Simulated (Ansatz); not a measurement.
**C: a single-point run**

The task is a single-point run on C. The structure is shown as the input types it.

Program: Ansatz 0.2.0. Level of theory: DFT, PBE, all-electron PAW with datasets made for the crystal, scalar-relativistic. These are calculated values, not measurements.

5 further runs of the same task are left out: 5 that didn't finish.

**1. Starting point**

The structure is triclinic, space group P-1 (No. 2). The conventional cell has a = 2.439 Å, b = 2.460 Å, c = 11.213 Å, α = 89.00°, β = 84.15°, γ = 60.87°. C (site symmetry 1) is surrounded by 3 C at 1.41 to 1.43 Å.

Cell or atoms stand a little off a more symmetric structure (R-3m at a tolerance of 0.3 Å), so results at this geometry aren't those of that ideal crystal.

Structure file:

```xyz
4
Lattice="1.3486 0.8339 11.1694 -1.1114 0.8093 11.1448 0.0973 -1.3088 11.1358" Properties=species:S:1:pos:R:3 pbc="T T T"
C     0.0167    0.0167    1.6725
C     0.3178    0.3178   31.7775
C     0.0947    0.0947    9.4663
C     0.2398    0.2398   23.9837
```

**2. The calculation**

input.yaml

```yaml
crystal:
  lattice:
    - [1.3486008654, 0.833940514, 11.1694013998]
    - [-1.111398055, 0.8093405248, 11.1448014106]
    - [0.0972971896, -1.3087810389, 11.1357971896]
  atoms:
    - { symbol: C, position: [0.05, 0.05, 0.05] }
    - { symbol: C, position: [0.95, 0.95, 0.95] }
    - { symbol: C, position: [0.283, 0.283, 0.283] }
    - { symbol: C, position: [0.717, 0.717, 0.717] }
kpoints:
  mp_grid: { grid: [15, 15, 15] }
scf:
  occupations: { method: fermi_dirac, width: 0.08 }
hamiltonian:
  xc: pbe
  pseudopotentials: { kind: all_electron, datasets: crystal }
output:
  forces: true
  stress: true
  eigenvalues: true
  efg: { contact_densities: true }
```

Started as:

```
$ ansatz run input.yaml --threads 1 --pin off --max-ram 4096MiB --backend cpu --events-out ev --progress --plain --runs-dir out
```

The log of the run:

```text
basis.fft_grid_basis auto: the FFT boxes are laid along the combinations [[1, -1, 0], [0, 1, -1], [0, 0, 1]] of the cell's own vectors, 2.460, 2.439 and 11.213 Å long. The dense box has 20×20×90 points. Along the cell's own vectors, as sized, it would have 96×90×90, 21.60 times as many. basis.fft_grid_basis: typed keeps the cell's own vectors: state it where this run's energies or levels are differenced outside the engine with another run's, or held beside a run that keeps those vectors.
hamiltonian.pseudopotentials.datasets: crystal makes datasets for this crystal and solves the spheres of its atoms anew in each pass: cutoff 600.0 eV, the density's 2400.0 eV; for an error of 0.50 meV an atom under PBE, 2.0 meV for the cell; an energy difference from a run of another recipe may be off by several times the error for the cell, under r2SCAN by more, where some 0.1 meV an atom stays at smaller errors; C in spheres of 0.704 Å, 4 of its electrons in bands
band count auto-derived: 16 (N_el = 16.0; filled up to band 8; 12 by the electrons, moments and atoms)
Engine: ansatz 0.2.0
Pseudopotentials: kind: all_electron
Pseudopotential: C, paw, valence charge 4, recommended cutoff 600 eV (normal), Koelling and Harmon's equation, gaussian nucleus
Functional definition: PBE
  parameter kappa = 0.804
  parameter beta = 0.06672455060314922
  exchange = pbe_x(kappa = kappa, mu = beta*pi^2/3)
  correlation = pbe_c(beta = beta)
Error: memory limit exceeded: the `scf loop` phase needs 11.15 GiB against the run's memory maximum of 4.00 GiB; largest carriers: site augmentations 9.28 GiB, wavefunctions 0.78 GiB, ion tables 0.57 GiB, unmodelled-tail allowance 0.28 GiB, plane-wave basis 0.19 GiB; this run sums exchange and correlation above basis.xc_grid: 1 (its plan line states the level, which a resume's fixed deck keeps): xc box scratch, where this phase holds it, is freed by typing basis.xc_grid: 1 where that is served, the dense box, on which forces and the stress change with where the atoms sit on the grid; above 1 it holds sets of fields, each of the dense FFT grid's size, one where xc_sum_sets_ram_shed is told, and more where that grid is small for the threads, which a lower --threads can ease, or where more sets divide its points along the first axis more evenly among the threads; basis.xc_grid: 2 can take less where it holds more than four sets; beside a kernel that the sum folds it holds no such fields, which stand under nonlocal-correlation fold; on files that bring a core charge a lower level frees more under converged xc re-evaluation or converged xc re-evaluation excess, where this phase holds it, and far more under ion tables or, behind the SCF, source scf tables, which hold that charge on the exchange–correlation grid, the cube of the level in points for each point of the dense grid (where the key is left out runs that use forces, runs that use the stress, dielectric runs by a finite field, finite-displacement phonons, runs of phonons.displacement_patterns under a GGA or a meta-GGA, phonons by method: dfpt, dielectric runs by the response, runs on support functions, runs on PAW files under a meta-GGA or a hybrid on one, runs at kind: all_electron or under a hybrid on a GGA, runs under a text's formulas of a gradient, and runs on PAW files that evaluate rPW86 or Becke's exchange or LYP's correlation can take a finer level, which can go by the root key accuracy; a number is taken as typed; a frozen pass over a finer state takes that state's level too); a lower level also moves a phonon response's frequencies, a U that a linear-response series measures and a field's Born charges, by the response (dielectric, § Limitations, in the input reference) or by a finite field; with basis.ecutrho_ratio left out a phonons.method: dfpt run under a GGA can take a denser grid at level 1, and more memory; under checkpoint.post_process_only, output.atomic_orbital_hamiltonian's pass stands at its saved state's level: that level is lowered only in the run that saves the state, and a lower --threads takes less chiefly on a dense grid that is small for the threads; these 16 bands are the automatic count; the count by the electrons, moments and atoms is 12; an scf.n_extra_bands on which a cell solves 12 bands in all can need less memory (or more, where it leaves more of the atoms' orbitals to be made) and can leave out the levels over it with their charge, which can shift the free energy and, with no warning, what is differenced from one; wavefunction blocks cannot be spilled: a run that solves its atoms' spheres anew in each pass reads every wavefunction block at once
with nothing else changed it takes a maximum of at least 11.16 GiB, with nothing to spare, and 12.28 GiB leaves up to a tenth: --max-ram 12.28GiB where that set the maximum, else more of the term that did, and with no share typed, where 12.28 GiB is over 0.88 of the host's memory or its container's limit, a share of 0.88 or more that holds the maximum too (--max-ram-frac F), where one does; The budget is ten elevenths of this run's memory maximum, which was set by `override`, `--max-ram`. Only more of that lifts it, as far as the next of its terms, where there is one: `probe`, the memory found free on the host or within its container's limit (plus what this process already holds); `hard-limit-fraction`, `--max-ram-frac`'s share of the host's memory or its container's limit, at most the whole. Or run on fewer --threads (every phase holds memory for each worker), or reduce the deck (k-points, bands, cutoff, basis.xc_grid; a resume cannot: its deck is fixed); --dry-run prints the memory plan (there is none under scf.eigensolver.kind: dense, nor of a phonons: deck that is refused for the q-mesh of its integrals; under relax.cell it leaves out what runs after the relaxation; the manual's page Python interface lists what else it leaves out, under The engine at run.memory_plan())
```

Wall time 2.1 s (1 thread of Intel Xeon Platinum 8488C (Sapphire Rapids), shared host); peak memory 0.36 GiB.

**3. What went wrong**

The run ended at the input check. It says: «memory limit exceeded: the `scf loop` phase needs 11.15 GiB against the run's memory maximum of 4.00 GiB; largest carriers: site augmentations 9.28 GiB, wavefunctions 0.78 GiB, ion tables 0.57 GiB ...»

The run needs more memory than it was given. It asks for 11.15 GiB, and 4.00 GiB are there.

What to do: give it more memory, or shrink what the message names as the largest carriers.

**4. Results**

| quantity | value |
| --- | --- |
| ending | refused |
| cause | not enough memory |

Nothing from this run should be quoted.
